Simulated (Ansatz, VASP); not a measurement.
One calculation of Au, two programs

Contents of INCAR:

```
  PREC = Accurate
  ENCUT = 520
  EDIFF = 1E-7
  ISMEAR = -1
  SIGMA = 0.03
  LREAL = F
  LASPH = T
  NELM = 80
  ALGO = Normal
  ISIF = 2
  LWAVE = F
  LCHARG = T
  GGA = CA
  LELF = T
  LVHAR = T
  NBANDS = 12
```

File KPOINTS:

```
Automatic mesh
0
Gamma
  15 15 15
```

Contents of POSCAR:

```
Au
1.0
    0.0000000000      2.0716462314      2.0716462314
    2.0716462314      0.0000000000      2.0716462314
    2.0716462314      2.0716462314      0.0000000000
Au
1
Direct
    0.0000000000      0.0000000000      0.0000000000
```

Input for Ansatz:

```yaml
crystal:
  lattice:
    - [0.0, 2.0716462314, 2.0716462314]
    - [2.0716462314, 0.0, 2.0716462314]
    - [2.0716462314, 2.0716462314, 0.0]
  atoms:
    - { symbol: Au, position: [0.0, 0.0, 0.0] }
kpoints:
  mp_grid: { grid: [15, 15, 15] }
scf:
  occupations: { method: fermi_dirac, width: 0.03 }
hamiltonian:
  xc: lda
  pseudopotentials: { kind: all_electron, lapw: { basis_error: 0.00025 } }
output:
  forces: true
  stress: true
  eigenvalues: true
```

Change from the starting cell: volume scaled by 0.98.

Alike in both runs: task single point; functional LDA; k mesh 15 × 15 × 15; occupations fermi-dirac, width 0.03 eV; no spin polarisation.

|  | VASP | Ansatz |
| --- | --- | --- |
| version | VASP 6.6.1 | Ansatz 0.2.0 |
| potentials or method | VASP PAW LDA potentials, release 64 (Au) | all-electron LAPW, scalar-relativistic |
| plane-wave cutoff (eV) | 520 | see its input |

Ansatz gave:

```
pressure (GPa) : -11.2
```

Q: Which values does VASP return?

A: Pressure (GPa): -10.8.

Ansatz ran all-electron here, so the differences hold the error of VASP's frozen core and of both bases.

The runs have no spin-orbit coupling, so splittings on Au are missing.
